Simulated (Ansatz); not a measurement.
# Ga2O3 (Ga2O3): the cost of one run

Program: Ansatz 0.2.0. Level of theory: DFT PBE, scalar-relativistic, plane waves, PAW, and further levels as typed in the inputs. These are calculated values, not measurements.

## 1. The structure to begin with

It takes space group C2/m (No. 12, monoclinic). Conventional cell: a = 12.214 Å, b = 3.037 Å, c = 5.798 Å, α = 90.00°, β = 103.83°, γ = 90.00°. Ga (site symmetry m) is surrounded by 4 O at 1.83 to 1.86 Å. Ga (site symmetry m) has 6 O at 1.94 to 2.07 Å as nearest neighbours. O (site symmetry m) is surrounded by 3 Ga at 1.83 to 1.94 Å. O (site symmetry m) has 4 Ga at 1.86 to 2.07 Å as nearest neighbours.

As a file:

```cif
data_structure
_symmetry_space_group_name_H-M 'C2/m'
_symmetry_Int_Tables_number 12
_cell_length_a 12.2140
_cell_length_b 3.0371
_cell_length_c 5.7981
_cell_angle_alpha 90.000
_cell_angle_beta 103.830
_cell_angle_gamma 90.000
_cell_volume 208.85
loop_
_atom_site_label
_atom_site_type_symbol
_atom_site_symmetry_multiplicity
_atom_site_Wyckoff_symbol
_atom_site_fract_x
_atom_site_fract_y
_atom_site_fract_z
_atom_site_occupancy
Ga1 Ga 4 i 0.09050 0.00000 0.79460 1
Ga2 Ga 4 i 0.15866 0.50000 0.31402 1
O1 O 4 i 0.16450 0.00000 0.10980 1
O2 O 4 i 0.17330 0.00000 0.56320 1
O3 O 4 i 0.49590 0.00000 0.25660 1
```

## 2. Atoms relaxed at the measured cell

input.yaml

```yaml
crystal:
  lattice:
    - [6.107, -1.51855, 0.0]
    - [6.107, 1.51855, 0.0]
    - [-1.3859889, 0.0, 5.63000874]
  atoms:
    - { symbol: Ga, position: [0.0905, 0.0905, 0.7946] }
    - { symbol: Ga, position: [0.9095, 0.9095, 0.2054] }
    - { symbol: Ga, position: [0.65866, 0.65866, 0.31402] }
    - { symbol: Ga, position: [0.34134, 0.34134, 0.68598] }
    - { symbol: O, position: [0.1645, 0.1645, 0.1098] }
    - { symbol: O, position: [0.8355, 0.8355, 0.8902] }
    - { symbol: O, position: [0.1733, 0.1733, 0.5632] }
    - { symbol: O, position: [0.8267, 0.8267, 0.4368] }
    - { symbol: O, position: [0.4959, 0.4959, 0.2566] }
    - { symbol: O, position: [0.5041, 0.5041, 0.7434] }
scf:
  occupations: { method: fixed }
output:
  forces: true
  stress: true
  eigenvalues: true
kpoints:
  mp_grid: { grid: [8, 8, 4] }
hamiltonian:
  xc: pbe
relax:
  f_tol: 0.002
  max_steps: 60
```

On the command line:

```bash
$ ansatz run input.yaml --threads 8 --pin off --max-ram 18432MiB --backend cpu --events-out ev --progress --plain --runs-dir out
```

Q: Estimate wall time and peak memory on 8 threads of Intel Xeon at 2.70GHz, shared host.

About 32 s, with a peak of 0.82 GiB.
